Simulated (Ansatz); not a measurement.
ZnSe (Stilleite): equation of state with wPBEh

The system is ZnSe (Stilleite).

```
Se Zn
1.0
     0.00000    2.83380    2.83380
     2.83380    0.00000    2.83380
     2.83380    2.83380    0.00000
Se Zn
1 1
Direct
  0.75000 0.75000 0.75000
  0.00000 0.00000 0.00000
```

```json
{"Program": "Ansatz 0.2.0", "Task": "equation of state", "Functional": "wPBEh", "Potentials or basis": "Ansatz PAW", "Cutoff": "420 eV", "Density cutoff": "1680 eV", "k mesh": "4 × 4 × 4", "Occupations": "fermi-dirac, width 0.05 eV", "Spin": "no spin polarisation"}
```

The equilibrium volume is 23.24 Å³/atom, the bulk modulus is 63 GPa and the pressure derivative of the bulk modulus is 4.6.

Energy against volume, from the lowest point:
```tsv
volume (Å³/atom)	energy (meV/atom)
21.391	33.68
21.846	18.41
22.301	8.10
22.757	2.06
23.212	0.00
23.667	1.53
24.122	6.09
```

All runs of the series together: 2.7 min on 2 threads of Intel(R) Xeon(R) Processor @ 2.50GHz (Skylake/Cascade Lake) (shared host).

Caveat: the k mesh is coarse (spacing up to 0.48 Å⁻¹), so the values aren't converged. Zero-point motion and thermal expansion aren't in these numbers.
